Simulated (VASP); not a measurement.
# ZrO₂ (strained database structure), PBE single-point calculation: Ansatz's output and VASP's

```cif
data_structure
_symmetry_space_group_name_H-M 'P 1'
_symmetry_Int_Tables_number 1
_cell_length_a 3.6010
_cell_length_b 3.6010
_cell_length_c 5.2794
_cell_angle_alpha 90.000
_cell_angle_beta 90.000
_cell_angle_gamma 90.000
_cell_volume 68.46
loop_
_atom_site_label
_atom_site_type_symbol
_atom_site_fract_x
_atom_site_fract_y
_atom_site_fract_z
_atom_site_occupancy
Zr1 Zr 0.00000 0.00000 0.00000 1
Zr2 Zr 0.50000 0.50000 0.50000 1
O1 O 0.00000 0.50000 0.30633 1
O2 O 0.00000 0.50000 0.80633 1
O3 O 0.50000 0.00000 0.69367 1
O4 O 0.50000 0.00000 0.19367 1
```

Ansatz printed

```
SCF 1 converged in 6 iterations: F = -10647.839191 eV  dr2 = 2.07e-8
  greatest PAW one-centre occupation: 0.995 electrons in one spin orbital (limit 2), on the Zr atom at site 1 (counted from 0), in its partial waves of l = 0
NSCF: frozen V_eff on 7 k-points
SCF converged after 6 iterations
Free energy (F): -10647.839191 eV
Harris-Foulkes:  -10647.839191 eV  (|F-HF|=2.05e-8)
Internal energy: -10647.839191 eV  (E = F + TS)
E sigma→0 (E₀):  -10647.839191 eV
Fermi energy:    12.970715 eV
--- Per-component energies (eV) ---
  E_band       = -154.043024
  E_kinetic    = 1374.378081
  E_local      = -2373.566708  (includes V_loc(G=0)·N_el)
  E_nonlocal   = 343.085694
  E_hartree    = 783.591439
  E_xc         = -623.466350
  E_vxc        = -765.012846  (∫ρ·V_xc dr)
  E_paw        = -6537.860986  (= ΣΔE_a)
  E_vpaw       = -300.122558  (= ΣTr[D̂ρ^β])
  E_aug_tail   = 0.010082  (compensation charges beyond the density's cutoff)
  E_ewald      = -3614.010443
  E_smearing   = -0.000000  (= −TS)
  E_closure    = 0.000000  (closes the sum)
  Σ components = -10647.839191   (vs F -10647.839191, Δ=0.00e0)
--- Forces (eV/Å), atoms counted from 1 ---
  atom   1  Zr     0.00000000     0.00000000    -0.00000000
  atom   2  Zr     0.00000000     0.00000000     0.00000000
  atom   3  O      0.00000000     0.00000000    -0.02446834
  atom   4  O      0.00000000     0.00000000    -0.02446834
  atom   5  O      0.00000000     0.00000000     0.02446834
  atom   6  O      0.00000000     0.00000000     0.02446834
  max |Σ_I F_I| component: 1.21e-16 eV/Å
--- Stress (GPa, compression-positive) ---
        3.301557       0.000000       0.000000
        0.000000       3.301557       0.000000
        0.000000       0.000000       1.155654
  P = ⅓ Tr σ = 2.5863 GPa (25.863 kbar)
--- Band table (eV; the first three rows and the last of 60) ---
  k-point 0: bands = ["-36.5064", "-36.4587", "-15.0351", "-14.5221", "-14.5221", "-14.4315", "-14.3875", "-14.3875", "-6.5534", "-5.3503", "-4.8091", "-4.5106", "6.1880", "6.3654", "6.5553", "6.5553", "8.5795", "8.5795", "9.5789", "9.5789", "10.0240", "10.7056", "10.8267", "10.8267", "15.0045", "15.5080", "16.1276", "16.3593", "17.4660"]
  k-point 1: bands = ["-36.5032", "-36.4619", "-14.9991", "-14.5132", "-14.5132", "-14.4772", "-14.3966", "-14.3966", "-6.4439", "-5.2984", "-4.9441", "-4.5658", "6.3808", "6.6156", "6.6315", "6.6315", "8.2652", "8.2652", "9.6624", "9.8410", "9.8410", "10.3066", "10.8442", "10.8442", "15.0690", "15.6149", "16.0387", "16.3384", "17.7762"]
  k-point 2: bands = ["-36.4945", "-36.4707", "-14.8980", "-14.5977", "-14.4890", "-14.4890", "-14.4213", "-14.4213", "-6.1430", "-5.2866", "-5.1529", "-4.7263", "6.8533", "6.8533", "6.9479", "7.2958", "7.7428", "7.7428", "8.7999", "9.3637", "10.1905", "10.1905", "10.8806", "10.8806", "15.2517", "15.8083", "15.8826", "16.3072", "18.5011"]
  k-point 59: bands = ["-36.4493", "-36.4493", "-14.8872", "-14.8872", "-14.8872", "-14.8872", "-14.5474", "-14.5474", "-4.8305", "-4.8305", "-4.8305", "-4.8305", "6.7434", "6.7434", "7.1226", "7.1226", "9.1435", "9.1435", "9.1435", "9.1435", "9.4269", "9.4269", "10.8158", "10.8158", "16.0782", "16.0782", "16.6375", "16.6375", "17.2738"]
```

Datasets and cutoffs are each program's own. VASP's cell holds 48 valence electrons and Ansatz's 48. Ansatz's stress includes a Pulay correction; VASP's doesn't.

**Question.** What does VASP give for the same cell and level of theory?

**Answer.** gap between bands v and c 4.10 eV; least direct gap 4.17 eV; pressure 2.9 GPa; largest force 0.05 eV/Å.

From OUTCAR

```
k-points           NKPTS =     60   k-points in BZ     NKDIM =     60   number of bands    NBANDS=     33

   NELECT =      48.0000    total number of electrons

   dimension x,y,z NGX =    28 NGY =   28 NGZ =   40
   dimension x,y,z NGXF=    56 NGYF=   56 NGZF=   80

  energy-cutoff  :      520.00
  volume of cell :       68.46
      direct lattice vectors                 reciprocal lattice vectors
     3.601028539  0.000000000  0.000000000     0.277698438  0.000000000  0.000000000
     0.000000000  3.601028539  0.000000000     0.000000000  0.277698438  0.000000000
     0.000000000  0.000000000  5.279431413     0.000000000  0.000000000  0.189414337

 k-points in reciprocal lattice and weights: KPOINTS created by Atomic Simulation Env
   0.00000000  0.00000000  0.00000000       0.003
   0.12500000  0.00000000  0.00000000       0.010
   0.25000000  0.00000000  0.00000000       0.010
   0.37500000  0.00000000  0.00000000       0.010
   0.50000000  0.00000000  0.00000000       0.005
   0.12500000  0.12500000  0.00000000       0.010
   0.25000000  0.12500000  0.00000000       0.021
   0.37500000  0.12500000  0.00000000       0.021
   ...

 E-fermi :   6.6372

 k-point     1 :       0.0000    0.0000    0.0000
  band No.  band energies     occupation
      1     -41.2650      2.00000
      2     -41.2175      2.00000
      3     -19.7943      2.00000
      4     -19.2788      2.00000
      5     -19.2788      2.00000
      6     -19.1921      2.00000
      7     -19.1446      2.00000
      8     -19.1446      2.00000
      9     -11.3029      2.00000
     10     -10.1025      2.00000
     11      -9.5632      2.00000
     12      -9.2637      2.00000
     13       1.4396      2.00000
     14       1.6160      2.00000
     15       1.8042      2.00000
     16       1.8042      2.00000
     17       3.8284      2.00000
     18       3.8284      2.00000
     19       4.8270      2.00000
     20       4.8270      2.00000
     21       5.2729      2.00000
     22       5.9584      2.00000
     23       6.0773      2.00000
     24       6.0773      2.00000
     25      10.2487      0.00000
     26      10.7527      0.00000
     27      11.3796      0.00000
     28      11.6061      0.00000
     29      12.7178      0.00000
     30      12.9645      0.00000
     31      14.1399      0.00000
     32      14.1399      0.00000
     33      15.6782      0.00000

 k-point     2 :       0.1250    0.0000    0.0000
  band No.  band energies     occupation
      1     -41.2607      2.00000
      2     -41.2169      2.00000
      3     -19.7633      2.00000
      4     -19.3489      2.00000
      5     -19.2712      2.00000
      6     -19.2194      2.00000
      7     -19.1954      2.00000
      8     -19.1471      2.00000
      9     -11.1599      2.00000
     10     -10.0426      2.00000
     11      -9.5828      2.00000
     12      -9.3121      2.00000
     13       1.3207      2.00000
     14       1.6802      2.00000
     15       1.9029      2.00000
     16       2.3003      2.00000
     17       3.6363      2.00000
     18       3.8214      2.00000
     19       4.6970      2.00000
     20       4.7294      2.00000
     21       5.3468      2.00000
     22       5.7879      2.00000
     23       5.9688      2.00000
     24       6.0032      2.00000
     25      10.5100      0.00000
     26      10.8492      0.00000
     27      11.3999      0.00000
     28      11.4787      0.00000
     29      12.8073      0.00000
     30      13.3179      0.00000
     31      13.8485      0.00000
     32      14.1574      0.00000
     33      15.4274      0.00000

 k-point     3 :       0.2500    0.0000    0.0000
  band No.  band energies     occupation
      1     -41.2497      2.00000
      2     -41.2161      2.00000
      3     -19.6808      2.00000
      4     -19.4967      2.00000
      5     -19.3903      2.00000
      6     -19.2504      2.00000
      7     -19.2288      2.00000
      8     -19.1553      2.00000
      9     -10.8044      2.00000
     10      -9.9447      2.00000
     11      -9.6216      2.00000
     12      -9.4132      2.00000
     13       1.4975      2.00000
     14       1.8287      2.00000
     15       2.1912      2.00000
     16       3.0138      2.00000
     17       3.3936      2.00000
     18       3.8275      2.00000
     19       4.3369      2.00000
     20       4.4706      2.00000
     21       5.1691      2.00000
     22       5.3881      2.00000
     23       5.8549      2.00000
     24       6.0702      2.00000
     25      10.9009      0.00000
     26      11.0197      0.00000
     27      11.1327      0.00000
     28      11.4588      0.00000
     29      13.1177      0.00000
     30      13.1318      0.00000
     31      14.2157      0.00000
     32      14.2243      0.00000
     33      14.5236      0.00000

 ...

  Total        1.5771562      1.5771562      0.6057120      0.0000000      0.0000000     -0.0000000
  in kB       36.9100816     36.9100816     14.1754386      0.0000000      0.0000000     -0.0000000
  external PRESSURE =      29.3318672 kB  Pullay stress =       0.0000000 kB

 POSITION                                       TOTAL-FORCE (eV/Angst)
 -----------------------------------------------------------------------------------
      0.00000      0.00000      0.00000         0.000000     -0.000000      0.000000
      1.80051      1.80051      2.63972        -0.000000      0.000000      0.000000
      0.00000      1.80051      1.61725         0.000000      0.000000     -0.045571
      0.00000      1.80051      4.25697        -0.000000     -0.000000     -0.045571
      1.80051      0.00000      3.66218         0.000000      0.000000      0.045571
      1.80051      0.00000      1.02246         0.000000      0.000000      0.045571
 -----------------------------------------------------------------------------------
    total drift:                                0.000000      0.000000      0.000000

  FREE ENERGIE OF THE ION-ELECTRON SYSTEM (eV)
  ---------------------------------------------------
  free  energy   TOTEN  =       -57.3307409354 eV

  energy  without entropy=      -57.3307409354  energy(sigma->0) =      -57.33074094
```
